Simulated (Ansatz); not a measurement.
# Ti3O4 (Fmmm) in Ansatz: a series of runs

The runs below take Ti3O4 through relaxation of the atoms, with PBEsol.

Everything below comes from runs of Ansatz 0.2.0. Logs are shortened: lines on timing, memory, paths and dates and some standing lists are left out, and cuts for length are marked.

### Step 1. The structure

Symmetry: Fmmm, No. 69, orthorhombic system. The conventional cell has a = 5.726 Å, b = 5.960 Å, c = 8.178 Å, α = 90.00°, β = 90.00°, γ = 90.00°. Ti (site symmetry 222) is surrounded by 6 O at 2.04 to 2.07 Å. Ti (site symmetry mmm) has 6 O at 2.07 to 2.09 Å as nearest neighbours. Around O (site symmetry mm2) lie 5 Ti at 2.07 to 2.09 Å. O (site symmetry 2/m) has 4 Ti at 2.04 to 2.07 Å as nearest neighbours.

The cell comes from a database or a generator and needn't be the stable form of this composition.

### Step 2. Relaxation of the atoms, PBEsol, 9.97 Å³/atom

The input, input.yaml:

```yaml
crystal:
  lattice:
    - [-2.1072270678, 2.1072270678, 4.08913398]
    - [2.1072270678, -2.1072270678, 4.08913398]
    - [2.0245907122, 2.0245907122, -4.08913398]
  atoms:
    - { symbol: Ti, position: [0.75, 0.25, 0.5] }
    - { symbol: Ti, position: [0.5, 0.5, 0.0] }
    - { symbol: Ti, position: [0.25, 0.75, 0.5] }
    - { symbol: O, position: [0.75588486, 0.75588486, 0.0] }
    - { symbol: O, position: [0.5, 0.0, 0.5] }
    - { symbol: O, position: [0.24411514, 0.24411514, 0.0] }
    - { symbol: O, position: [0.0, 0.5, 0.5] }
hamiltonian:
  xc: pbesol
  pseudopotentials: { kind: paw }
kpoints:
  mp_grid: { grid: [8, 8, 8] }
scf:
  occupations: { method: fermi_dirac, width: 0.05 }
output:
  forces: true
  stress: true
  eigenvalues: true
relax:
  f_tol: 0.01
  max_steps: 40
```

Potentials or basis: Ansatz PAW.

Started as:

```sh
$ ansatz run input.yaml --threads 4 --pin off --max-ram 11264MiB --backend cpu --events-out ev --progress --plain --runs-dir out
```

Standard output:

```text
Warning: output.stress: scf.convergence.dr2_threshold = 1e-7 eV (the SCF's general default) is looser than the 7e-10 eV advised for a printed stress (1e-10 eV for each atom of the cell: 7). What an SCF threshold leaves in a stress goes as its square root, and in the free energy as the threshold itself, and one threshold admits the most on a small cell: of the crystals measured, under no hybrid functional and no lock of the moments, on runs that ended without the residual-converged pass, on stresses that held no estimate of that error, the worst erred by over 100 MPa in a component at 1e-7 eV an atom and by under 5 at 1e-10. Every solve of this run answers to scf.convergence.dr2_threshold, and the tensor of one is reported: a single SCF on the reported geometry and on this run's grids (its basis.xc_grid and basis.ecutrho_ratio typed), with scf.convergence.dr2_threshold at 7e-10 eV or tighter, prints it and tightens no other solve. Else set scf.convergence.dr2_threshold to 7e-10 eV or tighter. The threshold is an SCF's pass mark: one that does not reach it within its budget of iterations ends unconverged, or closes short of it on a stop that the run arms, and scf.convergence.dr2_threshold's page says what that costs each kind of run
Warning: RAYON_NUM_THREADS=4 ignored (pool sized by the plan → 4); use --threads N
Engine: ansatz 0.2.0, aarch64-unknown-linux-gnu
Pseudopotentials: kind: paw
Pseudopotential: Ti, paw, valence charge 12, recommended cutoff 420 eV (normal), Ti.paw.azcp
Pseudopotential: O, paw, valence charge 6, recommended cutoff 420 eV (normal), O.paw.azcp
Functional definition: PBEsol
  exchange = pbesol_x
  correlation = pbesol_c
Crystal: 7 atoms, lattice volume = 69.781 Å³
Basis set: ecut = 420 eV, 1357 PW (Γ), exchange–correlation on 72×72×72 points (8 copies of the dense FFT grid, shifted against one another)
Bands: 37, of which v1, the nominal top of the filled ones, is band 30 counted from 1 (29 counted from 0)
Symmetry: 8 space group operations
Space group: Fmmm (ITA 69), of the structure as read, at distance tolerance 4.1e-5 Å
k-points: 95 of 512
Non-local potential: Ti, projectors of the file, l = 0: 3, l = 1: 2, l = 2: 3, l = 3: 1
Non-local potential: O, projectors of the file, l = 0: 2, l = 1: 2, l = 2: 1
PAW form: soft (Blöchl's): semilocal exchange-correlation on the pseudo side does not see the compensation charge
PAW frozen core: Ti, regenerated for the run's functional, and the local potential with it (the file was generated under x = pbe(κ = 0.804, μ = 0.2195149727645171), c = pbe(β = 0.06672455060314922))
PAW frozen core: O, regenerated for the run's functional, and the local potential with it (the file was generated under x = pbe(κ = 0.804, μ = 0.2195149727645171), c = pbe(β = 0.06672455060314922))
PAW one-centre angular grid: Ti, 590 points (default); XC on 64 Gauss nodes
PAW one-centre angular grid: O, 110 points (default); XC on 64 Gauss nodes
Initial density: superposition of atomic densities (neutral atoms: chi_scale 0, normalization atom), corrected by the library's trained network
Initial wavefunctions: pseudopotential atomic-orbital guess
Functional: x = pbesol(κ = 0.804, μ = 0.12345679012345678), c = pbesol(β = 0.046)
SCF iter   1: F=—  HF=-9675.241579 eV  |F-HF|=—  |Δ(HF+E_count)|=         —  Δρ=1.79e-2  dr2=1.83e-1  ethr=1.77e-3  ⟨swp⟩=5.4  Hψ=13788  notcnv=0  defer=2
preconditioner: auto → LDOS  [metal: Δε(μ)=0.030 eV  Ē_g=9.979 eV  σ=0.050 eV  W_gap=0.15  n_scr=18 (ndim 8)  ℏωp=26.7 eV  f_vac=0.024  D(μ)=2.00/eV (n_scr^D=14)  β→1.0]
SCF iter   2: F=—  HF=-9675.243726 eV  |F-HF|=—  |Δ(HF+E_count)|=   2.15e-3  Δρ=1.90e-2  dr2=1.77e-1  ethr=3.05e-4  ⟨swp⟩=3.0  Hψ=8021  notcnv=0  defer=4
SCF iter   3: F=—  HF=-9675.198091 eV  |F-HF|=—  |Δ(HF+E_count)|=   4.56e-2  Δρ=2.34e-3  dr2=3.20e-3  ethr=2.96e-4  ⟨swp⟩=2.2  Hψ=5945  notcnv=0  defer=4
SCF iter   4: F=—  HF=-9675.197530 eV  |F-HF|=—  |Δ(HF+E_count)|=   5.61e-4  Δρ=5.47e-4  dr2=1.44e-4  ethr=5.33e-6  ⟨swp⟩=2.0  Hψ=5191  notcnv=0  defer=3
SCF iter   5: F=—  HF=-9675.197526 eV  |F-HF|=—  |Δ(HF+E_count)|=   4.10e-6  Δρ=1.14e-4  dr2=7.04e-6  ethr=2.39e-7  ⟨swp⟩=2.0  Hψ=5134  notcnv=0  defer=3
SCF iter   6: F=-9675.197526 eV  HF=-9675.197526 eV  |F-HF|=2.06e-8  |Δ(HF+E_count)|=   5.12e-8  Δρ=2.26e-5  dr2=1.90e-7  ethr=4.17e-9  ⟨swp⟩=6.9  Hψ=14048  notcnv=0
SCF 1 converged in 6 iterations: F = -9675.197526 eV  dr2 = 1.90e-7
relax step   1: F+E_penalty+E_count = -9675.19752623 eV  Δ(F+E_penalty+E_count) = +0.000e0 eV  max|allowed force component| = 6.254e-2 eV/Å  Δτ_max = 0.0000 Å  (6 SCF iters, dr2 threshold 2.50e-6 eV, accepted)
Initial density: handed on by an earlier stage of this run
Initial wavefunctions: those handed on with the density
iter 1 solved again at ethr=5.90e-8 eV; its pass at ethr=3.10e-3 eV (dr2=3.54e-5 eV) is discarded
SCF iter   1: F=—  HF=-9675.197770 eV  |F-HF|=—  |Δ(HF+E_count)|=         —  Δρ=2.50e-4  dr2=3.49e-5  ethr=5.90e-8  ⟨swp⟩=2.0  Hψ=10423  notcnv=0
preconditioner: auto → LDOS  [metal: Δε(μ)=0.012 eV  Ē_g=10.046 eV  σ=0.050 eV  W_gap=0.06  n_scr=18 (ndim 8)  ℏωp=26.7 eV  f_vac=0.023  D(μ)=1.82/eV (n_scr^D=12)  β→1.0]
SCF iter   2: F=—  HF=-9675.197779 eV  |F-HF|=—  |Δ(HF+E_count)|=   8.95e-6  Δρ=1.59e-4  dr2=1.50e-5  ethr=5.81e-8  ⟨swp⟩=2.0  Hψ=5209  notcnv=0
SCF iter   3: F=—  HF=-9675.197776 eV  |F-HF|=—  |Δ(HF+E_count)|=   3.07e-6  Δρ=2.85e-5  dr2=3.90e-7  ethr=2.51e-8  ⟨swp⟩=2.0  Hψ=5190  notcnv=0
SCF iter   4: F=-9675.197776 eV  HF=-9675.197776 eV  |F-HF|=3.67e-8  |Δ(HF+E_count)|=   6.32e-8  Δρ=7.27e-6  dr2=4.03e-8  ethr=4.07e-10  ⟨swp⟩=4.5  Hψ=11425  notcnv=0
SCF 2 converged in 4 iterations: F = -9675.197776 eV  dr2 = 4.03e-8
relax step   2: F+E_penalty+E_count = -9675.19777602 eV  Δ(F+E_penalty+E_count) = -2.498e-4 eV  max|allowed force component| = 2.536e-2 eV/Å  Δτ_max = 0.0028 Å  (4 SCF iters, dr2 threshold 2.44e-7 eV, accepted)
SCF iter   1: F=—  HF=-9675.197816 eV  |F-HF|=—  |Δ(HF+E_count)|=         —  Δρ=1.75e-4  dr2=1.68e-5  ethr=2.69e-7  ⟨swp⟩=2.0  Hψ=6744  notcnv=0
preconditioner: auto → LDOS  [metal: Δε(μ)=0.013 eV  Ē_g=10.048 eV  σ=0.050 eV  W_gap=0.06  n_scr=18 (ndim 8)  ℏωp=26.7 eV  f_vac=0.023  D(μ)=1.82/eV (n_scr^D=12)  β→1.0]
SCF iter   2: F=—  HF=-9675.197826 eV  |F-HF|=—  |Δ(HF+E_count)|=   1.02e-5  Δρ=1.14e-4  dr2=7.49e-6  ethr=2.79e-8  ⟨swp⟩=2.0  Hψ=5970  notcnv=0
SCF iter   3: F=—  HF=-9675.197825 eV  |F-HF|=—  |Δ(HF+E_count)|=   1.55e-6  Δρ=2.01e-5  dr2=1.90e-7  ethr=1.25e-8  ⟨swp⟩=2.0  Hψ=5185  notcnv=0
SCF iter   4: F=-9675.197825 eV  HF=-9675.197825 eV  |F-HF|=1.64e-8  |Δ(HF+E_count)|=   3.19e-8  Δρ=4.74e-6  dr2=1.79e-8  ethr=1.67e-10  ⟨swp⟩=5.1  Hψ=11955  notcnv=0
SCF 3 converged in 4 iterations: F = -9675.197825 eV  dr2 = 1.79e-8
relax step   3: F+E_penalty+E_count = -9675.19782477 eV  Δ(F+E_penalty+E_count) = -4.875e-5 eV  max|allowed force component| = 1.128e-4 eV/Å  Δτ_max = 0.0019 Å  (4 SCF iters, accepted)
SCF converged after 4 iterations
Free energy (F): -9675.197825 eV
Harris-Foulkes:  -9675.197825 eV  (|F-HF|=1.64e-8)
Internal energy: -9675.182394 eV  (E = F + TS)
E sigma→0 (E₀):  -9675.190110 eV
Entropy (-TS):   -0.015430 eV (-2.204 meV/atom)
Fermi energy:    14.620775 eV
--- Per-component energies (eV) ---
  E_band       = -406.111861
  E_kinetic    = 1524.331921
  E_local      = -3516.644320  (includes V_loc(G=0)·N_el)
  E_nonlocal   = 217.750924
  E_hartree    = 1382.567938
  E_xc         = -585.840825
  E_vxc        = -744.551380  (∫ρ·V_xc dr)
  E_paw        = -3675.849231  (= ΣΔE_a)
  E_vpaw       = -652.143358  (= ΣTr[D̂ρ^β])
  E_aug_tail   = 0.010035  (compensation charges beyond the density's cutoff)
  E_ewald      = -5022.068141
  E_core_change = 0.559305  (= ΣΔE_core)
  E_smearing   = -0.015430  (= −TS)
  E_closure    = 0.000000  (closes the sum)
  Σ components = -9675.197825   (vs F -9675.197825, Δ=0.00e0)
--- Forces (eV/Å), atoms counted from 1 ---
  atom   1  Ti    -0.00000000     0.00000000     0.00000000
  atom   2  Ti     0.00000000     0.00000000     0.00000000
  atom   3  Ti    -0.00000000    -0.00000000     0.00000000
  atom   4  O     -0.00000000     0.00000000     0.00011283
  atom   5  O     -0.00000000    -0.00000000     0.00000000
  atom   6  O     -0.00000000     0.00000000    -0.00011283
  atom   7  O     -0.00000000    -0.00000000     0.00000000
  max |Σ_I F_I| component: 8.24e-18 eV/Å
--- Stress (GPa, compression-positive) ---
       -5.358402       2.920857       0.000000
        2.920857      -5.358402       0.000000
        0.000000       0.000000      -5.909501
  P = ⅓ Tr σ = -5.5421 GPa (-55.421 kbar)
--- Band table (eV; the first three rows and the last of 95) ---
  k-point 0: bands = ["-43.3423", "-43.2213", "-43.1385", "-19.9257", "-19.9218", "-19.8512", "-19.7369", "-19.7358", "-19.7097", "-19.5052", "-19.4546", "-19.3573", "-6.8436", "-6.0657", "-5.5544", "-4.7627", "7.6470", "7.6503", "7.8148", "7.8283", "8.1811", "8.3616", "8.3696", "9.0822", "9.3856", "10.4684", "10.6489", "10.8882", "11.8244", "13.8741", "14.1563", "14.9948", "15.0450", "15.1781", "15.3484", "15.7586", "16.3070"]
  k-point 1: bands = ["-43.3315", "-43.2295", "-43.1407", "-19.9568", "-19.8564", "-19.8397", "-19.8396", "-19.7264", "-19.6490", "-19.5333", "-19.4904", "-19.3518", "-6.6812", "-5.9757", "-5.4705", "-4.7425", "7.2927", "7.5667", "7.5867", "7.7404", "7.9421", "8.2271", "8.6265", "8.7265", "8.8110", "10.3061", "10.3215", "10.4566", "12.5558", "14.0286", "14.2208", "15.1347", "15.2356", "15.3547", "16.0241", "16.0321", "16.2503"]
  k-point 2: bands = ["-43.3039", "-43.2491", "-43.1474", "-20.0464", "-19.9407", "-19.8224", "-19.7954", "-19.6863", "-19.6618", "-19.5783", "-19.4628", "-19.3486", "-6.2708", "-5.7567", "-5.2688", "-4.6923", "6.5025", "6.7902", "7.3391", "7.4990", "7.7932", "7.8653", "7.9582", "8.1777", "8.5202", "9.5869", "9.8731", "10.4358", "13.9528", "14.4412", "14.4667", "15.5009", "15.7046", "15.8425", "16.1386", "16.1529", "16.2628"]
  k-point 94: bands = ["-43.3157", "-43.2221", "-43.1650", "-20.0017", "-19.9430", "-19.8263", "-19.6842", "-19.5916", "-19.5765", "-19.5732", "-19.5178", "-19.4943", "-6.4466", "-6.2965", "-5.2644", "-5.2239", "7.2008", "7.4187", "7.4919", "7.7375", "9.0328", "9.3135", "9.4054", "9.4558", "9.5631", "9.7850", "10.1767", "10.4515", "12.1124", "12.1644", "12.2317", "14.4665", "15.5431", "15.9706", "16.0341", "16.2109", "16.6217"]
--- Relaxed structure (3 steps of the walk, 3 accepted, 0 SCFs on fresh bases) ---
  F+E_penalty+E_count = -9675.19782477 eV   max|allowed force component| = 1.128e-4 eV/Å
  atoms:
    - { symbol: Ti, position: [0.7499999999999999, 0.25000000000000006, 0.5] }
    - { symbol: Ti, position: [0.49999999999999994, 0.49999999999999994, -2.2428072607958952e-35] }
    - { symbol: Ti, position: [0.25000000000000006, 0.7499999999999999, 0.5] }
    - { symbol: O, position: [0.7553017930900275, 0.7553017930900275, 9.528613096162444e-36] }
    - { symbol: O, position: [0.5000000000000001, 2.0809106218945058e-17, 0.5000000000000001] }
    - { symbol: O, position: [0.24469820690997238, 0.24469820690997238, 1.2501328045383038e-35] }
    - { symbol: O, position: [2.0809106218945058e-17, 0.5000000000000001, 0.5000000000000001] }
```

Run time: 12 s. Hardware: 4 threads of Arm Neoverse V1, shared host; peak memory 0.53 GiB.

What came out:

```
Free energy               : -9675.1978 eV
Energy gained by relaxing : 0.0 meV/atom
Ionic steps               : 3
Pressure after relaxing   : -5.5 GPa
Band gap on the k mesh    : none (metal or under the smearing width)
```

Caveat: the pressure holds a Pulay correction of +0.7 GPa for the finite cutoff; semilocal functionals often make such compounds metallic where correlation or magnetic order opens a gap, which also shifts bond lengths; the PAW data sets come from PBE, with cores solved anew for the run's functional, which leaves a small shift of forces and pressure; the thresholds are loose for stress.

### Step 3. Relaxation of the atoms, PBEsol, 9.97 Å³/atom

input.yaml, as its differences from that of step 2:

```diff
@@ -2,5 +2,5 @@
   lattice:
-    - [-2.1072270678, 2.1072270678, 4.08913398]
-    - [2.1072270678, -2.1072270678, 4.08913398]
-    - [2.0245907122, 2.0245907122, -4.08913398]
+    - [-2.0865679789, 2.0865679789, 4.08913398]
+    - [2.0865679789, -2.0865679789, 4.08913398]
+    - [2.0452498011, 2.0452498011, -4.08913398]
   atoms:
```

Potentials or basis: Ansatz PAW.

Started as:

```sh
$ ansatz run input.yaml --threads 4 --pin off --max-ram 11264MiB --backend cpu --events-out ev --progress --plain --runs-dir out
```

Wall time 12 s (4 threads of Arm Neoverse V1, shared host); peak memory 0.53 GiB.

It converged, with:

* Free energy: -9675.2151 eV
* Energy gained by relaxing: 0.0 meV/atom
* Ionic steps: 3
* Pressure after relaxing: -5.6 GPa
* Band gap on the k mesh: none (metal or under the smearing width)

Caveat: the pressure holds a Pulay correction of +0.7 GPa for the finite cutoff; semilocal functionals often make such compounds metallic where correlation or magnetic order opens a gap, which also shifts bond lengths; the PAW data sets come from PBE, with cores solved anew for the run's functional, which leaves a small shift of forces and pressure; the thresholds are loose for stress.
